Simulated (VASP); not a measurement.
# BNH₄: convergence, relaxation of the atoms

BNH₄, molecule in box, 6 atoms in the cell. PBE, relaxation of the atoms; PAW potentials B, N, H (PBE set). VASP 6.6.1.

Wanted: energy within 1 meV/atom; two shortest distances of each atom within 0.01 Å.

POSCAR:
```
BH4N
1.0
   11.0000000000      0.0000000000      0.0000000000
    0.0000000000     12.0000000000      0.0000000000
    0.0000000000      0.0000000000     11.0000000000
B N H
1 1 4
Direct
    0.4967450000      0.4499930000      0.5056000000
    0.5112970000      0.5635600000      0.5096390000
    0.5233680000      0.3912380000      0.5888240000
    0.4433480000      0.4079880000      0.4211800000
    0.4905300000      0.6104170000      0.4372820000
    0.5674490000      0.5955620000      0.5741220000
```

The series start from Force threshold EDIFFG (eV/Å): -0.02; Electronic threshold EDIFF (eV): 1e-6; Relaxation method: conjugate gradient, POTIM 0.5; Mixing and least electronic steps: default. Each series keeps the choices made before it, and each single choice may use up half of a tolerance.

## Force threshold EDIFFG (eV/Å)

| Force threshold EDIFFG (eV/Å) | Energy less reference (meV/atom) | Two shortest distances of each atom, largest deviation (Å) | Time (s) |
|---|---|---|---|
| -0.1 | 0.1 | 0.004 | 48 |
| -0.05 | 0.1 | 0.001 | 49 |
| -0.03 | 0.0 | 0.001 | 50 |
| -0.02 | 0.0 | 0.000 | 52 |
| -0.01 | 0.0 | 0.000 | 57 |
| -0.005 | 0.0 | 0.000 | 51 |
| -0.002 (reference) | 0.0 | 0.000 | 51 |

Chosen: -0.1, the loosest value from which every tighter one stays within half of the tolerance.

## Electronic threshold EDIFF (eV)

| Electronic threshold EDIFF (eV) | Energy less reference (meV/atom) | Two shortest distances of each atom, largest deviation (Å) | Time (s) |
|---|---|---|---|
| 0.001 | 0.0 | 0.004 | 15 |
| 0.0001 | 0.0 | 0.001 | 17 |
| 1e-5 | 0.0 | 0.001 | 28 |
| 1e-6 | 0.0 | 0.000 | 48 |
| 1e-7 (reference) | 0.0 | 0.000 | 52 |

Chosen: 0.001.

## Relaxation method

| Relaxation method | Energy less reference (meV/atom) | Two shortest distances of each atom, largest deviation (Å) | Time (s) |
|---|---|---|---|
| conjugate gradient, POTIM 0.5 | 0.0 | 0.000 | 15 |
| conjugate gradient, POTIM 0.2 | 0.0 | 0.005 | 17 |
| conjugate gradient, POTIM 1.0 | 0.0 | 0.003 | 15 |
| quasi-Newton, POTIM 0.5 | -0.1 | 0.007 | 13 |
| quasi-Newton, POTIM 0.3, 10 steps kept | 0.1 | 0.005 | 10 |
| quasi-Newton, POTIM 0.5, at least 5 electronic steps | 0.1 | 0.005 | 17 |
| damped dynamics, POTIM 0.2, SMASS 0.4 | no result | no result | 194 |
| damped dynamics, POTIM 0.4, SMASS 0.8 | no result | no result | 1558 |
| velocity quench, POTIM 0.1 | 0.1 | 0.005 | 15 |

Chosen: conjugate gradient, POTIM 0.5; no other choice that stays within half of the tolerance saves 30 % of the time.

## Mixing and least electronic steps

| Mixing and least electronic steps | Energy less reference (meV/atom) | Two shortest distances of each atom, largest deviation (Å) | SCF iterations | Time (s) |
|---|---|---|---|---|
| default | 0.0 | 0.000 | 51 | 15 |
| MAXMIX 40 | 0.0 | 0.001 | 53 | 14 |
| NELMIN 4 | 0.0 | 0.002 | 64 | 16 |
| NELMIN 4, MAXMIX 40 | 0.0 | 0.002 | 69 | 18 |
| ALGO Fast | 0.0 | 0.004 | 50 | 14 |

Chosen: default.

## All choices together

| Input | Energy less reference (meV/atom) | Two shortest distances of each atom, largest deviation (Å) | Time (s) |
|---|---|---|---|
| program defaults (naive) | 0.1 | 0.002 | 20 |
| chosen settings | 0.2 | 0.005 | 15 |
| reference settings throughout | 0.0 | 0.000 | 69 |

The tolerance is met.

## The input

INCAR:
```
SYSTEM = BH4N
ALGO     = Normal         ! electronic algorithm
EDIFF    = 0.001          ! SCF threshold, eV
EDIFFG   = -0.1           ! ionic threshold
ENCUT    = 400            ! plane-wave cutoff, eV
IBRION   = 2              ! ionic algorithm
ISIF     = 2              ! what is computed and relaxed
ISMEAR   = 0              ! smearing method
ISYM     = 0            
KPAR     = 1            
LASPH    = .True.         ! aspherical terms in the spheres
LCHARG   = .False.        ! write CHGCAR
LREAL    = .False.        ! projectors in reciprocal space
LWAVE    = .False.        ! write WAVECAR
NELM     = 100            ! most SCF steps
NSW      = 150            ! ionic steps
POTIM    = 0.5            ! step
PREC     = Normal         ! precision mode
SIGMA    = 0.01           ! smearing width, eV
```

KPOINTS:
```
k-points
0
Gamma
  1 1 1
```

Commands:
```
cat potpaw_PBE.64/B/POTCAR potpaw_PBE.64/N/POTCAR potpaw_PBE.64/H/POTCAR > POTCAR
mpirun -np 4 vasp_gam > vasp.out
```

The naive input happens to agree within the tolerance here, in 20 s.

The chosen input took VASP 6.6.1 15 s on 4 cores (Intel Xeon 6975P-C (Granite Rapids)), a shared host.

## An input that fails: no relaxation method typed, so the run becomes molecular dynamics without a time step

VASP's message: Fatal error! IBRION=0, but no entry for POTIM on file INCAR. MUST be specified!.

Changes against the starting input:
```
- IBRION = 2
- POTIM = 0.5
```
